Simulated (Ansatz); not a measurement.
**Ta: relaxation of cell and atoms with revPBE+D3(BJ)**

Ta:

```
Ta
1.0
     2.90037    0.00000    0.00000
    -1.45019    2.51180    0.00000
     0.00000    0.00000    5.16627
Ta
2
Direct
  0.33333 0.66667 0.25000
  0.66667 0.33333 0.75000
```

This isn't the form of Ta at room conditions, which is bcc.

```json
{
 "Program": "Ansatz 0.2.0",
 "Task": "relaxation of cell and atoms",
 "Functional": "revPBE",
 "Dispersion": "D3(BJ)",
 "Potentials or basis": "Ansatz PAW",
 "Cutoff": "420 eV (not typed: the program's choice for these potentials)",
 "k mesh": "11 × 11 × 5",
 "Occupations": "fermi-dirac, width 0.05 eV",
 "Spin": "no spin polarisation"
}
```

```yaml
Relaxed_volume: 17.98 Å³/atom
Relaxed_cell: a = 2.858 Å, b = 2.858 Å, c = 5.083 Å, α = 90.00°, β = 90.00°, γ = 120.00°
Space_group_after_relaxing_to_0.05_Å: P6_3/mmc (No. 194)
Energy_gained_by_relaxing: 23.1 meV/atom
Ionic_steps: 6
Pressure_after_relaxing: 0.0 GPa
Band_gap_on_the_k_mesh: none (metal or under the smearing width)
```

Step by step:
| step | energy change (eV) | largest force (eV/Å) | volume (Å³) |
| --- | --- | --- | --- |
| 1 | 0.0000 | 0.0000 | 37.64 |
| 2 | -0.0460 | 0.0000 | 36.16 |
| 3 | -0.0468 | 0.0000 | 35.97 |
| 4 | -0.0463 | 0.0000 | 35.97 |
| 5 | -0.0463 | 0.0000 | 35.96 |
| 6 | -0.0463 | 0.0000 | 35.96 |

Final structure:
```
Ta
1.0
     2.85797    0.00000    0.00000
    -1.42899    2.47508    0.00000
     0.00000    0.00000    5.08332
Ta
2
Direct
  0.33333 0.66667 0.25000
  0.66667 0.33333 0.75000
```

Levels at points of the mesh, in eV from the Fermi level:
```csv
k point,band 9,band 10,band 11,band 12,band 13,band 14,band 15,band 16,band 17
"(0.00, 0.00, 0.00)",-8.37,-5.08,-0.63,-0.05,0.57,0.57,1.18,1.18,3.09
```

Wall time 12 s on 2 threads of Intel(R) Xeon(R) Processor @ 2.50GHz (Skylake/Cascade Lake) (shared host), peak memory 0.35 GiB.

Caveat: the plane-wave basis is chosen anew once the cell has moved, so the energies of steps on either side of that aren't comparable; pairwise dispersion overbinds metals, which lowers pressure and volume; the PAW data sets come from PBE, with cores solved anew for the run's functional, which leaves a small shift of forces and pressure. Spin-orbit coupling is left out, which matters for the levels of Ta.
